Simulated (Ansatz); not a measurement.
# Tc (P6_3/mmc) in Ansatz: elastic constants with PBEsol

Aim: the elastic constants of Tc with PBEsol.

All numbers are computed with Ansatz 0.2.0; they aren't measurements. Logs are shortened: lines on timing, memory, paths and dates and some standing lists are left out, and cuts for length are marked.

## (1) The crystal as given

The structure is hexagonal, space group P6_3/mmc (No. 194). The conventional cell has a = 2.740 Å, b = 2.740 Å, c = 4.398 Å, α = 90.00°, β = 90.00°, γ = 120.00°. Tc (site symmetry -6m2) is surrounded by 12 Tc at 2.71 to 2.74 Å.

## (2) Elastic constants, PBEsol

Input file input.yaml:

```yaml
crystal:
  lattice:
    - [2.74, 0.0, 0.0]
    - [-1.37, 2.3729096064, 0.0]
    - [0.0, 0.0, 4.398]
  atoms:
    - { symbol: Tc, position: [0.6666666667, 0.3333333333, 0.75] }
    - { symbol: Tc, position: [0.3333333333, 0.6666666667, 0.25] }
hamiltonian:
  xc: pbesol
  pseudopotentials: { kind: paw }
kpoints:
  mp_grid: { grid: [10, 10, 6] }
scf:
  occupations: { method: fermi_dirac, width: 0.05 }
output:
  forces: true
  stress: true
elastic:
  mode: relaxed_ion
  stencil: two_point
```

Potentials or basis: Ansatz PAW earlier set.

Run with:

```bash
> ansatz run input.yaml --threads 2 --pin off --max-ram 5632MiB --backend cpu --events-out ev --progress --plain --runs-dir out
```

Standard output:

```text
Warning: RAYON_NUM_THREADS=2 ignored (pool sized by the plan → 2); use --threads N
Engine: ansatz 0.2.0, x86_64-unknown-linux-gnu
Pseudopotentials: kind: paw
Pseudopotential: Tc, paw, valence charge 15, recommended cutoff 500 eV (normal), Tc.paw.azcp
Functional definition: PBEsol
  exchange = pbesol_x
  correlation = pbesol_c
Crystal: 2 atoms, lattice volume = 28.595 Å³
Basis set: ecut = 500 eV, 713 PW (Γ), exchange–correlation on 48×48×72 points (8 copies of the dense FFT grid, shifted against one another)
Bands: 19, of which v1, the nominal top of the filled ones, is band 15 counted from 1 (14 counted from 0)
Symmetry: 24 space group operations
Space group: P63/mmc (ITA 194), of the structure as read, at distance tolerance 3.1e-5 Å
k-points: 56 of 600
Non-local potential: Tc, projectors of the file, l = 0: 3, l = 1: 3, l = 2: 2, l = 3: 2
PAW form: soft (Blöchl's): semilocal exchange-correlation on the pseudo side does not see the compensation charge
PAW frozen core: Tc, regenerated for the run's functional, and the local potential with it (the file was generated under x = pbe(κ = 0.804, μ = 0.2195149727645171), c = pbe(β = 0.06672455060314922))
PAW one-centre angular grid: Tc, 590 points (default); XC on 64 Gauss nodes
Initial density: superposition of atomic densities (chi_scale 0.1, normalization cell)
Initial wavefunctions: pseudopotential atomic-orbital guess
Functional: x = pbesol(κ = 0.804, μ = 0.12345679012345678), c = pbesol(β = 0.046)
SCF iter   1: F=—  HF=-10675.743872 eV  |F-HF|=—  |Δ(HF+E_count)|=         —  Δρ=6.10e-2  dr2=1.03e0  ethr=3.10e-3  ⟨swp⟩=5.0  Hψ=4264  notcnv=0
preconditioner: auto → none  [metal: Δε(μ)=0.034 eV  Ē_g=5.299 eV  σ=0.050 eV  W_gap=0.17  n_scr=8 (ndim 8)  ℏωp=26.0 eV  f_vac=0.000  D(μ)=1.97/eV (n_scr^D=22)  sad-step TF]
SCF iter   2: F=—  HF=-10675.457675 eV  |F-HF|=—  |Δ(HF+E_count)|=   2.86e-1  Δρ=3.13e-2  dr2=2.66e-1  ethr=3.10e-3  ⟨swp⟩=2.2  Hψ=1786  notcnv=0  defer=1
SCF iter   3: F=—  HF=-10675.364284 eV  |F-HF|=—  |Δ(HF+E_count)|=   9.34e-2  Δρ=2.29e-3  dr2=6.35e-4  ethr=8.88e-4  ⟨swp⟩=3.0  Hψ=2119  notcnv=0  defer=1
SCF iter   4: F=—  HF=-10675.364311 eV  |F-HF|=—  |Δ(HF+E_count)|=   2.70e-5  Δρ=1.25e-4  dr2=4.70e-6  ethr=2.12e-6  ⟨swp⟩=1.8  Hψ=1438  notcnv=0  defer=1
SCF iter   5: F=—  HF=-10675.364306 eV  |F-HF|=—  |Δ(HF+E_count)|=   4.91e-6  Δρ=2.06e-5  dr2=6.61e-8  ethr=1.57e-8  ⟨swp⟩=2.0  Hψ=1470  notcnv=0  defer=1
SCF iter   6: F=—  HF=-10675.364309 eV  |F-HF|=—  |Δ(HF+E_count)|=   2.83e-6  Δρ=5.97e-6  dr2=6.19e-9  ethr=2.20e-10  ⟨swp⟩=2.1  Hψ=1870  notcnv=0  defer=1
SCF iter   7: F=—  HF=-10675.364309 eV  |F-HF|=—  |Δ(HF+E_count)|=   1.34e-9  Δρ=1.02e-6  dr2=1.28e-10  ethr=2.06e-11  ⟨swp⟩=3.0  Hψ=2016  notcnv=0  defer=1
SCF iter   8: F=—  HF=-10675.364309 eV  |F-HF|=—  |Δ(HF+E_count)|=  1.46e-11  Δρ=8.76e-8  dr2=1.35e-12  ethr=4.28e-13 (applied; sched 1.00e-12)  ⟨swp⟩=2.5  Hψ=1721  notcnv=0  defer=1
SCF iter   9: F=-10675.364309 eV  HF=-10675.364309 eV  |F-HF|=0.00e0  |Δ(HF+E_count)|=    0.00e0  Δρ=3.15e-9  dr2=1.08e-15  ethr=1.00e-12  ⟨swp⟩=4.8  Hψ=3748  notcnv=0
SCF 1 converged in 9 iterations: F = -10675.364309 eV  dr2 = 1.08e-15
Crystal: 2 atoms, lattice volume = 28.538 Å³
Symmetry: 8 space group operations
k-points: 124 of 600
Initial density: handed on by an earlier stage of this run
Initial wavefunctions: pseudopotential atomic-orbital guess (no wavefunctions were taken with the density)
iter 1 solved again at ethr=2.45e-5 eV; its pass at ethr=3.10e-3 eV (dr2=7.35e-3 eV) is discarded
SCF iter   1: F=—  HF=-10675.369312 eV  |F-HF|=—  |Δ(HF+E_count)|=         —  Δρ=6.05e-3  dr2=7.28e-3  ethr=2.45e-5  ⟨swp⟩=1.0  Hψ=12768  notcnv=0
preconditioner: auto → none  [metal: Δε(μ)=0.048 eV  Ē_g=5.077 eV  σ=0.050 eV  W_gap=0.23  n_scr=8 (ndim 8)  ℏωp=26.0 eV  f_vac=0.000  D(μ)=2.00/eV (n_scr^D=22)]
SCF iter   2: F=—  HF=-10675.366336 eV  |F-HF|=—  |Δ(HF+E_count)|=   2.98e-3  Δρ=9.09e-4  dr2=9.90e-5  ethr=2.43e-5  ⟨swp⟩=2.9  Hψ=4633  notcnv=0
SCF iter   3: F=—  HF=-10675.366305 eV  |F-HF|=—  |Δ(HF+E_count)|=   3.09e-5  Δρ=2.40e-4  dr2=4.52e-6  ethr=3.30e-7  ⟨swp⟩=2.6  Hψ=4270  notcnv=0
SCF iter   4: F=—  HF=-10675.366306 eV  |F-HF|=—  |Δ(HF+E_count)|=   3.25e-7  Δρ=4.17e-5  dr2=2.03e-7  ethr=1.51e-8  ⟨swp⟩=2.9  Hψ=4162  notcnv=0
SCF iter   5: F=—  HF=-10675.366304 eV  |F-HF|=—  |Δ(HF+E_count)|=   1.60e-6  Δρ=8.99e-6  dr2=5.81e-9  ethr=6.78e-10  ⟨swp⟩=2.0  Hψ=4232  notcnv=0
SCF iter   6: F=—  HF=-10675.366304 eV  |F-HF|=—  |Δ(HF+E_count)|=   1.96e-9  Δρ=1.26e-6  dr2=3.49e-10  ethr=1.94e-11  ⟨swp⟩=2.2  Hψ=3952  notcnv=0
SCF iter   7: F=—  HF=-10675.366304 eV  |F-HF|=—  |Δ(HF+E_count)|=  1.62e-10  Δρ=1.19e-7  dr2=1.97e-12  ethr=1.16e-12  ⟨swp⟩=2.0  Hψ=3828  notcnv=0
SCF iter   8: F=-10675.366304 eV  HF=-10675.366304 eV  |F-HF|=1.82e-12  |Δ(HF+E_count)|=  1.82e-12  Δρ=1.99e-8  dr2=4.36e-14  ethr=1.00e-12  ⟨swp⟩=4.9  Hψ=9101  notcnv=0
SCF 2 converged in 8 iterations: F = -10675.366304 eV  dr2 = 4.36e-14
relax step   1: F+E_penalty+E_count = -10675.36630391 eV  Δ(F+E_penalty+E_count) = +0.000e0 eV  max|allowed force component| = 8.754e-3 eV/Å  Δτ_max = 0.0000 Å  (8 SCF iters, accepted)
Initial wavefunctions: those handed on with the density
iter 1 solved again at ethr=1.33e-8 eV; its pass at ethr=3.10e-3 eV (dr2=3.98e-6 eV) is discarded
[... 179 lines left out ...]
iter 3 did not close the SCF: its close was put off for the readings that it lacked (scf_convergence_deferred on its scf_iter line)
SCF iter   3: F=-10675.364260 eV  HF=-10675.364260 eV  |F-HF|=1.82e-12  |Δ(HF+E_count)|=  1.82e-12  Δρ=3.21e-9  dr2=3.77e-16  ethr=3.33e-16 (applied; sched 1.00e-12)  ⟨swp⟩=1.0  Hψ=3268  notcnv=0
iter 4 did not close the SCF: its close was put off for the readings that it lacked (scf_convergence_deferred on its scf_iter line)
SCF iter   4: F=-10675.364260 eV  HF=-10675.364260 eV  |F-HF|=0.00e0  |Δ(HF+E_count)|=  1.82e-12  Δρ=2.16e-9  dr2=1.53e-16  ethr=3.33e-16 (applied; sched 1.00e-12)  ⟨swp⟩=1.0  Hψ=3268  notcnv=0
iter 5 did not close the SCF: its close was put off for the readings that it lacked (scf_convergence_deferred on its scf_iter line)
SCF iter   5: F=-10675.364260 eV  HF=-10675.364260 eV  |F-HF|=1.82e-12  |Δ(HF+E_count)|=  5.46e-12  Δρ=1.69e-9  dr2=9.19e-17  ethr=3.33e-16 (applied; sched 1.00e-12)  ⟨swp⟩=1.0  Hψ=3268  notcnv=0
SCF iter   6: F=-10675.364260 eV  HF=-10675.364260 eV  |F-HF|=0.00e0  |Δ(HF+E_count)|=  3.64e-12  Δρ=1.30e-9  dr2=5.39e-17  ethr=1.00e-12  ⟨swp⟩=1.0  Hψ=7224  notcnv=0
SCF 17 converged in 6 iterations: F = -10675.364260 eV  dr2 = 5.39e-17
SCF converged after 9 iterations
Free energy (F): -10675.364309 eV
Harris-Foulkes:  -10675.364309 eV  (|F-HF|=0.00e0)
Internal energy: -10675.347080 eV  (E = F + TS)
E sigma→0 (E₀):  -10675.355694 eV
Entropy (-TS):   -0.017229 eV (-8.615 meV/atom)
Fermi energy:    22.228579 eV
--- Per-component energies (eV) ---
  E_band       = -99.672328
  E_kinetic    = 1245.695944
  E_local      = -2366.435866  (includes V_loc(G=0)·N_el)
  E_nonlocal   = 577.157107
  E_hartree    = 637.835452
  E_xc         = -475.615363
  E_vxc        = -587.868495  (∫ρ·V_xc dr)
  E_paw        = -6439.211054  (= ΣΔE_a)
  E_vpaw       = -243.891895  (= ΣTr[D̂ρ^β])
  E_aug_tail   = -0.000028  (compensation charges beyond the density's cutoff)
  E_ewald      = -3855.226960
  E_core_change = 0.453689  (= ΣΔE_core)
  E_smearing   = -0.017229  (= −TS)
  E_closure    = 0.000000  (closes the sum)
  Σ components = -10675.364309   (vs F -10675.364309, Δ=0.00e0)
--- Forces (eV/Å), atoms counted from 1 ---
  atom   1  Tc    -0.00000000    -0.00000000     0.00000000
  atom   2  Tc    -0.00000000     0.00000000     0.00000000
  max |Σ_I F_I| component: 1.85e-17 eV/Å
--- Stress (GPa, compression-positive) ---
       -6.091249      -0.000000       0.000000
       -0.000000      -6.091249       0.000000
        0.000000       0.000000      -7.025617
  P = ⅓ Tr σ = -6.4027 GPa (-64.027 kbar)
--- Band table (eV; the first three rows and the last of 56) ---
  k-point 0: bands = ["-44.4743", "-44.2316", "-17.1302", "-15.9993", "-15.9993", "-15.8117", "-15.8117", "-15.7853", "14.8774", "16.7846", "20.6863", "20.6863", "20.7377", "21.4078", "21.4078", "22.1163", "22.1163", "23.8698", "24.7873"]
  k-point 1: bands = ["-44.4584", "-44.2482", "-17.0448", "-15.9869", "-15.9869", "-15.8807", "-15.8244", "-15.8244", "15.1805", "16.8737", "20.5535", "20.5535", "20.5802", "21.2328", "21.2328", "22.5033", "22.5033", "23.0263", "24.7979"]
  k-point 2: bands = ["-44.4146", "-44.2932", "-16.8083", "-16.1369", "-15.9528", "-15.9528", "-15.8590", "-15.8590", "15.9763", "17.0257", "20.2644", "20.4439", "20.4439", "20.8655", "20.8655", "21.4174", "23.3051", "23.3051", "24.6427"]
  k-point 55: bands = ["-44.1973", "-44.1973", "-16.8687", "-16.8687", "-16.5215", "-16.5215", "-16.0227", "-16.0227", "18.1684", "18.1684", "19.1386", "19.1386", "20.4284", "20.4284", "22.1413", "22.1413", "24.9687", "24.9687", "30.7339"]
--- Elastic constants: 3 strain directions × 2 members + reference (group order 24) ---
  dense FFT box of the reference and of every strained cell: 24×24×36
  strains applied: 11, 33, 23; error gains: componentwise 1.00 (the most a stress slope's error grows in a printed constant), spectral 1.41 (1 for all six strains in a standard setting)
  C = ∂σ_k/∂η_j (tension-positive GPa; Voigt order 11 22 33 23 13 12):
       465.106    252.049    175.883      0.000      0.000      0.000
       252.049    465.106    175.883      0.000      0.000     -0.000
       174.878    174.878    542.325      0.000      0.000     -0.000
         0.000      0.000      0.000    138.051      0.000      0.000
         0.000      0.000      0.000      0.000    138.051      0.000
         0.000     -0.000     -0.000      0.000      0.000    106.529
  reference stress σ⁰ (GPa):      6.091      6.091      7.026     -0.000     -0.000      0.000
  C* (energy form; C + prestress term) asymmetry max|C*_kj − C*_jk| = 7.128e-2 GPa — a small one proves nothing (zero by symmetry where the batch's group is 432, −43m or m−3m); a large one is finite-difference/SCF noise where every solve meets its electron count
  moduli (Voigt/Reuss/Hill, GPa): K = 297.57/297.57/297.57   G = 134.51/129.15/131.83   E = 344.60   ν = 0.307
  mechanically stable: yes (min eigenvalue of sym C = 106.53 GPa)
  the stresses are not corrected for the forces that the relaxations left standing (`elastic.f_tol`)
  strain η (Voigt 11):  stress-route row diagonal C_11 = 465.11 GPa, energy-path curvature d²(F+E_count+ΔE)/dδ²/Ω₀ = 465.05 GPa
         δ    σ_11 (GPa)             F (eV)   n_scf  n_hpsi   n_pw
    -2.000e-3       5.1567      -10675.3663168       6   29658    746   relax 3 steps, max|allowed force component| 3.66e-6 eV/Å
     2.000e-3       7.0171      -10675.3619694       6   29672    748   relax 3 steps, max|allowed force component| 1.26e-6 eV/Å
  strain η (Voigt 33):  stress-route row diagonal C_33 = 542.32 GPa, energy-path curvature d²(F+E_count+ΔE)/dδ²/Ω₀ = 542.64 GPa
         δ    σ_33 (GPa)             F (eV)   n_scf  n_hpsi   n_pw
    -2.000e-3       5.9295      -10675.3666181       7   18549    744   relax 0 steps, max|allowed force component| 6.94e-18 eV/Å
     2.000e-3       8.0988      -10675.3616077       5   14647    752   relax 0 steps, max|allowed force component| 4.63e-17 eV/Å
  strain η (Voigt 23):  stress-route row diagonal C_44 = 138.05 GPa, energy-path curvature d²(F+E_count+ΔE)/dδ²/Ω₀ = 134.79 GPa
         δ    σ_23 (GPa)             F (eV)   n_scf  n_hpsi   n_pw
    -2.000e-3      -0.2761      -10675.3642603       6   41224    748   relax 2 steps, max|allowed force component| 3.60e-6 eV/Å
     2.000e-3       0.2761      -10675.3642603       6   41186    748   relax 2 steps, max|allowed force component| 3.60e-6 eV/Å
```

It took 31 s on 2 threads of AMD EPYC 7R13 (Zen 3), shared host; peak memory 0.45 GiB.

Results:

```yaml
Free_energy: -10675.3643 eV
Pressure: -6.4 GPa
Band_gap_on_the_k_mesh: none (metal or under the smearing width)
Voigt_bulk_modulus: 298 GPa
```

Stress tensor (GPa, compression positive):
```
-6.09  0.00  0.00
 0.00 -6.09  0.00
 0.00  0.00 -7.03
```

Levels at points of the mesh, in eV from the Fermi level:
| k point | band 12 | band 13 | band 14 | band 15 | band 16 | band 17 | band 18 | band 19 |
| --- | --- | --- | --- | --- | --- | --- | --- | --- |
| (0.00, 0.00, 0.00) | -1.54 | -1.49 | -0.82 | -0.82 | -0.11 | -0.11 | 1.64 | 2.56 |
| (0.00, 0.00, -0.50) | -1.90 | -1.67 | -1.67 | -1.67 | -1.67 | 1.89 | 1.89 | 1.89 |
| (0.00, -0.50, 0.00) | -1.90 | -1.15 | -0.94 | -0.50 | 2.97 | 3.35 | 3.40 | 5.34 |
| (0.00, -0.50, -0.50) | -3.70 | 0.14 | 0.14 | 1.42 | 1.42 | 3.23 | 3.23 | 4.38 |

Elastic tensor in Voigt notation (GPa, in the Cartesian axes of the cell as first typed):
```
465 252 176   0   0   0
252 465 176   0   0   0
175 175 542   0   0   0
  0   0   0 138   0   0
  0   0   0   0 138   0
  0   0   0   0   0 107
```

Caveat: the cell is more than 3 GPa from zero pressure, which shifts response properties; elastic constants of metals need much finer meshes, so these are rough; the PAW data sets come from PBE, with cores solved anew for the run's functional, which leaves a small shift of forces and pressure.
